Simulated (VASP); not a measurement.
# Ag (Im-3m) in VASP: further runs

The runs below take Ag through single point, relaxation of cell and atoms, with r2SCAN.

Everything below comes from runs of VASP 6.6.1. Logs are shortened: lines on timing, memory, paths and dates and some standing lists are left out, and cuts for length are marked.

## 1. The crystal as given

It takes space group Im-3m (No. 229, cubic). The conventional cell has a = 3.267 Å, b = 3.267 Å, c = 3.267 Å, α = 90.00°, β = 90.00°, γ = 90.00°. Around Ag (site symmetry m-3m) lie 8 Ag at 2.83 Å.

The cell was built by a generator and needn't be a form met in nature.

## 2. Single point, r2SCAN

POSCAR reads:

```
Ag
1.0
    2.3099283727      1.3336377678      0.9429597382
   -2.3099283727      1.3336377678      0.9429597382
    0.0000000000     -2.6672755356      0.9429597382
Ag
1
Direct
    0.5000000000      0.5000000000      0.5000000000
```

INCAR.step1 reads:

```
ALGO = Normal
EDIFF = 1E-4
ENCUT = 520
GGA = PE
ISMEAR = 0
LASPH = True
LCHARG = False
LREAL = False
LWAVE = True
NBANDS = 12
NELM = 100
PREC = Accurate
SIGMA = 0.1
```

INCAR.step2 reads:

```
ALGO = Normal
EDIFF = 1E-6
ENCUT = 520
ISIF = 2
ISMEAR = 0
ISTART = 1
LASPH = True
LCHARG = False
LMIXTAU = True
LREAL = False
LWAVE = False
METAGGA = R2SCAN
NBANDS = 12
NELM = 100
PREC = Accurate
SIGMA = 0.1
```

KPOINTS reads:

```
k-points
0
Gamma
  9 9 9
```

Potentials or basis: VASP PAW PBE potentials, release 64 (Ag).

Started as:

```console
> cat potpaw_PBE.64/Ag/POTCAR > POTCAR
> cp INCAR.step1 INCAR
> mpirun -np 1 vasp_std > vasp.out
> cp INCAR.step2 INCAR
> mpirun -np 1 vasp_std > vasp.out
```

OUTCAR:

```text
EDIFF = 1E-6
   ENCUT = 520
   ISIF = 2
   ISMEAR = 0
   ISTART = 1
   LASPH = True
   LREAL = False
   METAGGA = R2SCAN
   NELM = 100
   PREC = Accurate

 ion  position               nearest neighbor table
   1  0.500  0.500  0.500-

  LATTYP: Found a trigonal (rhomboedric) cell.
 ALAT       =     2.8290514047
 COS(alpha) =    -0.3333536210

  Lattice vectors:

 A1 = (   2.3099283727,   1.3336377678,   0.9429597382)
 A2 = (  -2.3099283727,   1.3336377678,   0.9429597382)
 A3 = (   0.0000000000,  -2.6672755356,   0.9429597382)

Analysis of symmetry for initial positions (statically):
=====================================================================
 Subroutine PRICEL returns:
 Original cell was already a primitive cell.

 Routine SETGRP: Setting up the symmetry group for a
 trigonal (rhombohedral) supercell.

 Subroutine GETGRP returns: Found 12 space group operations
 (whereof 12 operations were pure point group operations)
 out of a pool of 12 trial point group operations.

The static configuration has the point symmetry D_3d.

Analysis of symmetry for dynamics (positions and initial velocities):
=====================================================================
 Subroutine PRICEL returns:
 Original cell was already a primitive cell.

 Routine SETGRP: Setting up the symmetry group for a
 trigonal (rhombohedral) supercell.

 Subroutine GETGRP returns: Found 12 space group operations
 (whereof 12 operations were pure point group operations)
 out of a pool of 12 trial point group operations.

The dynamic configuration has the point symmetry D_3d.

 Subroutine INISYM returns: Found 12 space group operations
 (whereof 12 operations are pure point group operations),
 and found     1 'primitive' translations

----------------------------------------------------------------------------------------

                                     Primitive cell

  volume of cell :      17.4293

  direct lattice vectors                    reciprocal lattice vectors
     2.309928373  1.333637768  0.942959738     0.216456928  0.124971466  0.353496888
    -2.309928373  1.333637768  0.942959738    -0.216456928  0.124971466  0.353496888
     0.000000000 -2.667275536  0.942959738     0.000000000 -0.249942932  0.353496888

  length of vectors
     2.829051405  2.829051405  2.829051405     0.432933620  0.432933620  0.432933620

  position of ions in fractional coordinates (direct lattice)
     0.500000000  0.500000000  0.500000000

  ion indices of the primitive-cell ions
   primitive index   ion index
                 1           1

----------------------------------------------------------------------------------------

 KPOINTS: k-points

Automatic generation of k-mesh.
 Grid dimensions read from file:
 generate k-points for:    9    9    9

 Generating k-lattice:

  Cartesian coordinates                     Fractional coordinates (reciprocal lattice)
     0.024050770  0.013885718  0.039277432     0.111111111  0.000000000  0.000000000
    -0.024050770  0.013885718  0.039277432     0.000000000  0.111111111  0.000000000
     0.000000000 -0.027771437  0.039277432     0.000000000  0.000000000  0.111111111

  Length of vectors
     0.048103736  0.048103736  0.048103736

  Shift w.r.t. Gamma in fractional coordinates (k-lattice)
     0.000000000  0.000000000  0.000000000

 Subroutine IBZKPT returns following result:
 ===========================================

 Found     85 irreducible k-points:

 Following reciprocal coordinates:
            Coordinates               Weight
  0.000000  0.000000  0.000000      1.000000
  0.111111  0.000000  0.000000      6.000000
  0.222222  0.000000  0.000000      6.000000
  0.333333  0.000000  0.000000      6.000000
  0.444444  0.000000  0.000000      6.000000
  0.111111  0.111111  0.000000      6.000000
[... 16 lines left out ...]
 -0.333333  0.333333  0.000000      6.000000
  0.444444  0.444444  0.000000      6.000000
 [... further k-points ...]
   k-points           NKPTS =     85   k-points in BZ     NKDIM =     85   number of bands    NBANDS=     12
   number of dos      NEDOS =    301   number of ions     NIONS =      1
   total plane-waves  NPLWV =  13824
   dimension x,y,z NGX =    24 NGY =   24 NGZ =   24
   dimension x,y,z NGXF=    48 NGYF=   48 NGZF=   48
   ions per type =               1
   NGX,Y,Z   is equivalent  to a cutoff of  14.10, 14.10, 14.10 a.u.
   NGXF,Y,Z  is equivalent  to a cutoff of  28.21, 28.21, 28.21 a.u.
 SYSTEM =  unknown system
   PREC   = accura    normal or accurate (medium, high low for compatibility)
   ISTART =      1    job   : 0-new  1-cont  2-samecut
   ICHARG =      0    charge: 1-file 2-atom 10-const
   ISPIN  =      1    spin polarized calculation?
   LNONCOLLINEAR =      F non collinear calculations
   LSORBIT =      F    spin-orbit coupling
   LASPH  =      T    aspherical Exc in radial PAW
   ENCUT  =  520.0 eV  38.22 Ry    6.18 a.u.   5.26  5.26  5.26*2*pi/ulx,y,z
   NELM   =    100;   NELMIN=  2; NELMDL=  0     # of ELM steps
   EDIFF  = 0.1E-05   stopping-criterion for ELM
   LREAL  =      F    real-space projection
   EDIFFG = 0.1E-04   stopping-criterion for IOM
   NSW    =      0    number of steps for IOM
   IBRION =     -1    ionic relax: 0-MD 1-quasi-New 2-CG
   NFREE  =      0    steps in history (QN), initial steepest desc. (CG)
   ISIF   =      2    stress and relaxation
   ISYM   =      2    0-nonsym 1-usesym 2-fastsym
   POTIM  = 0.5000    time-step for ionic-motion
   TEBEG  =    0.0;   TEEND  =   0.0 temperature during run
   PSTRESS=    0.0 pullay stress
   NELECT =      11.0000    total number of electrons
   NUPDOWN=      -1.0000    fix difference up-down
   EMIN   =  10.00;   EMAX   =-10.00  energy-range for DOS
   EFERMI =   0.00;   METHOD = LEGACY
   ISMEAR =     0;   SIGMA  =   0.10  broadening in eV -4-tet -1-fermi 0-gaus
   EFERMI_NEDOS =   21; number of points for ismear=-14 and -15
   IALGO  =     38    algorithm
   IMIX   =      4    mixing-type and parameters
     AMIX     =   0.40;   BMIX     =  1.00
     AMIX_MAG =   1.60;   BMIX_MAG =  1.00
  volume/ion in A,a.u.               =      17.43       117.62
  Fermi-wavevector in a.u.,A,eV,Ry     =   1.404253  2.653654 26.829701  1.971927
  Thomas-Fermi vector in A             =   2.526833
   LORBIT       =      0    0 simple, 1 ext, 2 COOP (PROOUT), +10 PAW based schemes
   METAGGA = R2SCAN    functional components
   LHFCALC =     F    Hartree Fock is set to
   AEXX    =    0.0000 exact exchange contribution
   IVDW    =     0    specifies the selected vdW correction
   LEPSILON=     F    determine dielectric tensor
   LRPA    =     F    only Hartree local field effects (RPA)
 non-spin polarized calculation
 Gauss-broadening in eV      SIGMA  =   0.10
  energy-cutoff  :      520.00
  volume of cell :       17.43
 maximum number of plane-waves:       479
 NGX is ok and might be reduce to    24
   NGX = 11   NGY = 11   NGZ = 11

 number of electron      11.0000003 magnetization

 Free energy of the ion-electron system (eV)
  ---------------------------------------------------
  ext. energy  EPLUGINS =         0.00000000
  ---------------------------------------------------
  free energy    TOTEN  =       -21.33650447 eV

  energy without entropy =      -21.33307711  energy(sigma->0) =      -21.33479079

 E-fermi :   8.0912     XC(G=0): -12.8122

 val. band max:        8.0630695361   @ k =  -0.2222  -0.3333   0.1111
 cond. band min:       8.3631399786   @ k =  -0.4444   0.4444   0.1111
 fundamental gap:      0.3000704425
 Fermi energy:         8.0912238846

 k-point     1 :       0.0000    0.0000    0.0000
  band No.  band energies     occupation
      1       0.3512      2.00000
      2       2.9588      2.00000
      3       2.9594      2.00000
      4       2.9594      2.00000
      5       4.2682      2.00000
      6       4.2682      2.00000
      7      26.7711      0.00000
      8      26.7724      0.00000
      9      26.7724      0.00000
     10      32.9091      0.00000
     11      32.9091      0.00000
     12      32.9113      0.00000

 k-point     2 :       0.1111    0.0000    0.0000
  band No.  band energies     occupation
      1       0.7546      2.00000
      2       2.8636      2.00000
      3       2.9804      2.00000
      4       3.1881      2.00000
      5       4.1734      2.00000
      6       4.2753      2.00000
      7      25.5172      0.00000
      8      26.4944      0.00000
      9      27.0199      0.00000
     10      30.2905      0.00000
     11      30.5078      0.00000
     12      30.7600      0.00000

 k-point     3 :       0.2222    0.0000    0.0000
  band No.  band energies     occupation
      1       1.6172      2.00000
      2       2.6284      2.00000
      3       3.2843      2.00000
      4       3.8081      2.00000
      5       4.0673      2.00000
      6       4.3007      2.00000
      7      21.5975      0.00000
      8      24.8768      0.00000
      9      27.5668      0.00000
     10      27.5982      0.00000
     11      29.2844      0.00000
     12      31.0039      0.00000
[... 286 lines left out ...]
 k-point    23 :      -0.3333    0.3333    0.0000
  band No.  band energies     occupation
      1       1.7483      2.00000
      2       2.3726      2.00000
      3       4.1165      2.00000
      4       4.3427      2.00000
      5       4.6007      2.00000
      6       4.9860      2.00000
      7      17.0321      0.00000
      8      23.0983      0.00000
      9      24.8509      0.00000
     10      28.1650      0.00000
     11      29.3783      0.00000
     12      33.4807      0.00000

 k-point    24 :       0.4444    0.4444    0.0000
  band No.  band energies     occupation
      1       1.7037      2.00000
      2       2.2607      2.00000
      3       4.1656      2.00000
      4       4.1969      2.00000
      5       4.9326      2.00000
      6       9.0360      0.00000
      7      12.3681      0.00000
      8      20.3900      0.00000
      9      22.5749      0.00000
     10      28.8947      0.00000
     11      31.8064      0.00000
     12      32.8923      0.00000

 [... further k-points ...]
[... 5 lines left out ...]
  --------------------------------------------------------------------------------------
  -------------------------------------------------------------------------------------
  Total        0.0153756      0.0153756      0.0160993      0.0000000      0.0000000     -0.0000000
  in kB        1.4133874      1.4133874      1.4799138      0.0000000      0.0000000     -0.0000000
  external PRESSURE =       1.4355629 kB  Pullay stress =       0.0000000 kB

 VOLUME and BASIS-vectors are now :
 -----------------------------------------------------------------------------
  energy-cutoff  :      520.00
  volume of cell :       17.43
      direct lattice vectors                 reciprocal lattice vectors
     2.309928373  1.333637768  0.942959738     0.216456928  0.124971466  0.353496888
    -2.309928373  1.333637768  0.942959738    -0.216456928  0.124971466  0.353496888
     0.000000000 -2.667275536  0.942959738     0.000000000 -0.249942932  0.353496888

 POSITION                                       TOTAL-FORCE (eV/Angst)
 -----------------------------------------------------------------------------------
      0.00000      0.00000      1.41444         0.000000     -0.000000      0.000000
 -----------------------------------------------------------------------------------
    total drift:                                0.000000      0.000000     -0.000000

  FREE ENERGIE OF THE ION-ELECTRON SYSTEM (eV)
  ---------------------------------------------------
  free  energy   TOTEN  =       -21.3365044664 eV

  energy  without entropy=      -21.3330771105  energy(sigma->0) =      -21.33479079
```

Wall time 48 s (1 thread of Intel Xeon Platinum 8488C (Sapphire Rapids), shared host); peak memory 0.15 GiB.

What came out:

| Property | Result |
| --- | --- |
| Free energy | -21.3365 eV |
| Pressure | 0.1 GPa |
| Band gap on the k mesh | none (metal or under the smearing width) |

Caveat: the PAW data sets were made with another functional, which shifts forces and pressure a little.

## 3. Relaxation of cell and atoms, r2SCAN

This run uses another cell than the first one, of 17.52 Å³/atom, 1.005 times its volume.

POSCAR reads:

```
Ag
1.0
    2.2855647842      1.3195714434      0.9682320021
   -2.2855647842      1.3195714434      0.9682320021
    0.0000000000     -2.6391428868      0.9682320021
Ag
1
Direct
    0.5000000000      0.5000000000      0.5000000000
```

INCAR.step1 reads:

```
SYSTEM = Ag
ALGO = Normal
EDIFF = 1E-4
ENCUT = 600
GGA = PE
ISMEAR = 0
LASPH = .True.
LCHARG = .False.
LREAL = .False.
LWAVE = .True.
NELM = 100
PREC = Accurate
SIGMA = 0.1
```

INCAR.step2 reads:

```
SYSTEM = Ag
ALGO = Normal
EDIFF = 1E-6
EDIFFG = -0.04
ENCUT = 600
IBRION = 2
ISIF = 3
ISMEAR = 0
ISTART = 1
LASPH = .True.
LCHARG = .False.
LMIXTAU = .True.
LREAL = .False.
LWAVE = .False.
METAGGA = R2SCAN
NELM = 100
NSW = 90
PREC = Accurate
SIGMA = 0.1
```

KPOINTS reads:

```
k-points
0
Gamma
  9 9 9
  0 0 0
```

Potentials or basis: VASP PAW PBE potentials, release 64 (Ag).

Started as:

```console
> cat potpaw_PBE.64/Ag/POTCAR > POTCAR
> cp INCAR.step1 INCAR
> mpirun -np 1 vasp_std > vasp.out
> cp INCAR.step2 INCAR
> mpirun -np 1 vasp_std > vasp.out
```

Run time: 80 s. Hardware: 1 thread of Intel Xeon Platinum 8488C (Sapphire Rapids), shared host; peak memory 0.16 GiB.

The run converged. Its results:

| Property | Result |
| --- | --- |
| Free energy | -21.3362 eV |
| Relaxed volume | 17.42 Å³/atom |
| Relaxed cell | a = 2.827 Å, b = 2.827 Å, c = 2.827 Å, α = 109.43°, β = 109.43°, γ = 109.43° |
| Space group after relaxing (to 0.05 Å) | Im-3m (No. 229) |
| Energy gained by relaxing | 5.2 meV/atom |
| Ionic steps | 3 |
| Pressure after relaxing | 0.2 GPa |
| Band gap on the k mesh | none (metal or under the smearing width) |

Stress tensor (GPa, compression positive):
```
0.27 0.00 0.00
0.00 0.27 0.00
0.00 0.00 0.05
```

Step by step:
```
step  energy change (eV)  largest force (eV/Å)  pressure (GPa)  volume (Å³)
   1              0.0000                0.0000           -0.21        17.52
   2             -0.0044                0.0000           -0.01        17.46
   3             -0.0052                0.0000            0.20        17.42
```

Final structure:
```xyz
1
Lattice="2.3076 1.3323 0.9445 -2.3076 1.3323 0.9445 0.0000 -2.6646 0.9445" Properties=species:S:1:pos:R:3 pbc="T T T"
Ag    0.0000    0.0000    1.4167
```

Levels at points of the mesh, in eV from the Fermi level:
```tsv
k point	band 4	band 5	band 6	band 7	band 8	band 9
(0.00, 0.00, 0.00)	-5.12	-3.82	-3.82	18.67	18.67	18.72
```

Caveat: the PAW data sets were made with another functional, which shifts forces and pressure a little.

(Continued in part 2 of 2.)
